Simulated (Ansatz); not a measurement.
The system is Nb.

```
Nb
1.0
     0.00000    2.11500    2.11500
     2.11500    0.00000    2.11500
     2.11500    2.11500    0.00000
Nb
1
Cartesian
  0.0000 0.0000 0.0000
```

This isn't the form of Nb at room conditions, which is bcc.

Base run:

```yaml
Program: Ansatz 0.2.0
Functional: r2SCAN
Potentials_or_basis: Ansatz PAW
Cutoff: "500 eV (not typed: the program's choice for these potentials)"
k_mesh: 11 × 11 × 11
Occupations: fermi-dirac, width 0.05 eV
Spin: no spin polarisation
```

Its results: band gap on the k mesh none (metal or under the smearing width); pressure -2.4 GPa.

Question: After a change of settings the same cell gave: band gap on the k mesh none (metal or under the smearing width); pressure 0.1 GPa. Which change was it?
A. functional from r2SCAN to revPBE; cutoff from 500 eV (not typed: the program's choice for these potentials) to 420 eV (not typed: the program's choice for these potentials)
B. functional from r2SCAN to BLYP; cutoff from 500 eV (not typed: the program's choice for these potentials) to 420 eV (not typed: the program's choice for these potentials)
C. functional from r2SCAN to PBE; cutoff from 500 eV (not typed: the program's choice for these potentials) to 420 eV (not typed: the program's choice for these potentials); occupations from fermi-dirac, width 0.05 eV to gaussian, width 0.023 eV

Answer: A.

Caveats: the PAW data sets come from PBE, with cores solved anew for the run's functional, which leaves a small shift of forces and pressure.
